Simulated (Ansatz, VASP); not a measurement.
**Two plane-wave programs on Eu**

Contents of INCAR:

```
  PREC = Accurate
  ENCUT = 520
  EDIFF = 1E-6
  ISMEAR = -1
  SIGMA = 0.05
  LREAL = False
  LASPH = True
  NELM = 150
  ALGO = Normal
  ISIF = 2
  LWAVE = False
  LCHARG = False
  ISPIN = 2
  MAGMOM = 7
  LORBIT = 11
  LMAXMIX = 6
  GGA = PE
  NBANDS = 18
```

Contents of KPOINTS:

```
Automatic mesh
0
Gamma
  8 8 8
```

POSCAR

```
Eu
1.0
    0.0000000000      2.7893026914      2.7893026914
    2.7893026914      0.0000000000      2.7893026914
    2.7893026914      2.7893026914      0.0000000000
Eu
1
Direct
    0.0000000000      0.0000000000      0.0000000000
```

File input.yaml:

```yaml
crystal:
  lattice:
    - [0.0, 2.7893026914, 2.7893026914]
    - [2.7893026914, 0.0, 2.7893026914]
    - [2.7893026914, 2.7893026914, 0.0]
  atoms:
    - { symbol: Eu, position: [0.0, 0.0, 0.0], spin: 7.0 }
hamiltonian:
  xc: pbe
  pseudopotentials: { kind: paw }
magnetization:
  spin_polarized: true
kpoints:
  mp_grid: { grid: [8, 8, 8] }
scf:
  occupations: { method: fermi_dirac, width: 0.05 }
output:
  forces: true
  stress: true
  eigenvalues: true
```

This isn't the form of Eu at room conditions, which is bcc.

Alike in both runs: task single point; functional PBE; k mesh 8 × 8 × 8; occupations fermi-dirac, width 0.05 eV; collinear spin.

|  | VASP | Ansatz |
| --- | --- | --- |
| version | VASP 6.6.1 | Ansatz 0.2.0 |
| potentials or method | VASP PAW PBE potentials, release 64 (Eu) | Ansatz PAW |
| plane-wave cutoff (eV) | 520 | 420 |
| valence electrons in the cell | 17 | 17 |

VASP gave:

```
gap on the k mesh at the Fermi level (eV)                     : none
pressure (GPa)                                                : -0.8
net moment per atom (μB)                                      : 7.52
size of the moment on the site where the two differ most (μB) : 6.73
```

**Question.** What did Ansatz give for the same quantities?

**Answer.** gap on the k mesh at the Fermi level (eV): none; pressure (GPa): -0.6; net moment per atom (μB): 7.53; size of the moment on the site where the two differ most (μB): 7.20.

Site moments also hang on the region over which each program counts them. A gap of «none» marks a metal or a gap that the smearing closes.

Caveats: spin-orbit coupling is left out, which moves the levels of the heavy elements. The state reached can hang on the start; a lower one may exist.
